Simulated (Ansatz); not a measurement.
**TePb: what relativity and spin–orbit coupling change**

```
CELL_PARAMETERS angstrom
4.00229 0.00000 0.00000
0.00000 4.00229 0.00000
0.00000 0.00000 4.00229
ATOMIC_POSITIONS crystal
Te 0.50000 0.50000 0.50000
Pb 0.00000 0.00000 0.00000
```

Atom numbers follow the list: Te1, Pb2.

Conventional cell: a = 4.002 Å, b = 4.002 Å, c = 4.002 Å, α = 90.00°, β = 90.00°, γ = 90.00°. Around Te (atom 1) lie 8 Pb at 3.47 Å. Pb (atom 2) is surrounded by 8 Te at 3.47 Å.

The cell is the one relaxed in the Materials Project (mp-20943), not relaxed further here; entries there can be hypothetical.

One fixed cell is solved with PBE by LAPW (all electrons) in Ansatz 0.2.0 under different relativistic treatments. Pressure is positive in compression.

The runs use a Γ-centred 10×10×10 k mesh, Fermi–Dirac smearing of 0.08 eV, basis error target 1 meV/atom, no spin polarisation.

```json
{"setting": "scalar-relativistic", "P (GPa)": "-0.23"}
{"setting": "non-relativistic", "P (GPa)": "?"}
{"setting": "with spin–orbit coupling", "P (GPa)": "?"}
{"setting": "scalar-relativistic, point nuclei", "P (GPa)": "-0.22"}
```

(1) Fill in "P (GPa)" for the row "non-relativistic".

(2) What belongs in the row "with spin–orbit coupling", column "P (GPa)"?

## Answers

(1) -0.35.

(2) -0.18.
